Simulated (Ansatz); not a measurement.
A relaxation computed with Ansatz, from input to last step.

```yaml
crystal:
  lattice:
    - [0.0, 2.7841441863, 2.7841441863]
    - [2.7841441863, 0.0, 2.7841441863]
    - [2.7841441863, 2.7841441863, 0.0]
  atoms:
    - { symbol: Ba, position: [0.0, 0.0, 0.0] }
    - { symbol: O, position: [0.5, 0.5, 0.5] }
basis:
  ecutwfc: 420
kpoints:
  mp_grid: { grid: [8, 8, 8] }
hamiltonian:
  xc: pbe
scf:
  occupations: { method: gaussian, width: 0.02 }
output:
  forces: true
  stress: true
  eigenvalues: true
  write_density: true
  write_potential: true
  elf: true
  volumetric_format: npy
relax:
  adjacent_minimum: "off"
  f_tol: 0.01
  max_steps: 60
  cell: { stress_tol: 0.1 }
```

```bash
ansatz run input.yaml --threads 1 --pin off --max-ram 2560MiB --backend cpu --events-out ev --progress --plain --runs-dir out
```

These are results of Ansatz 0.2.0, DFT PBE, scalar-relativistic, plane waves, PAW, not measurements.

Of 4 frames 3 are shown, positions in Å and forces in eV/Å; the SCF threshold varies from step to step. Steps run on the plane waves of an earlier cell, with a Pulay correction in the pressure. The basis is chosen afresh for the last frame, the zero of the energies, and at times for earlier ones too; energy and pressure step there, also at an unchanged geometry. The mark taken_back stands on steps that the optimiser undid.

```xyz
2
Lattice="0.0000 2.7841 2.7841 2.7841 0.0000 2.7841 2.7841 2.7841 0.0000" Properties=species:S:1:pos:R:3:forces:R:3 pbc="T T T" step=1 free_energy_over_end_meV_per_atom=0.02 pressure_GPa=0.20
Ba    0.0000    0.0000    0.0000    0.0000    0.0000    0.0000
O     2.7841    2.7841    2.7841    0.0000    0.0000    0.0000
2
Lattice="0.0000 2.7918 2.7918 2.7918 0.0000 2.7918 2.7918 2.7918 0.0000" Properties=species:S:1:pos:R:3:forces:R:3 pbc="T T T" step=2 free_energy_over_end_meV_per_atom=0.43 pressure_GPa=-0.39 taken_back
Ba    0.0000    0.0000    0.0000    0.0000    0.0000    0.0000
O     2.7918    2.7918    2.7918    0.0000    0.0000    0.0000
2
Lattice="0.0000 2.7867 2.7867 2.7867 0.0000 2.7867 2.7867 2.7867 0.0000" Properties=species:S:1:pos:R:3:forces:R:3 pbc="T T T" step=4 free_energy_over_end_meV_per_atom=0.00 pressure_GPa=0.01
Ba    0.0000    0.0000    0.0000    0.0000    0.0000    0.0000
O     2.7867    2.7867    2.7867    0.0000    0.0000    0.0000
```

Time: 13 s on 1 thread of Intel(R) Xeon(R) Processor @ 2.50GHz (Skylake/Cascade Lake), with other jobs on the host, peak memory 0.34 GiB.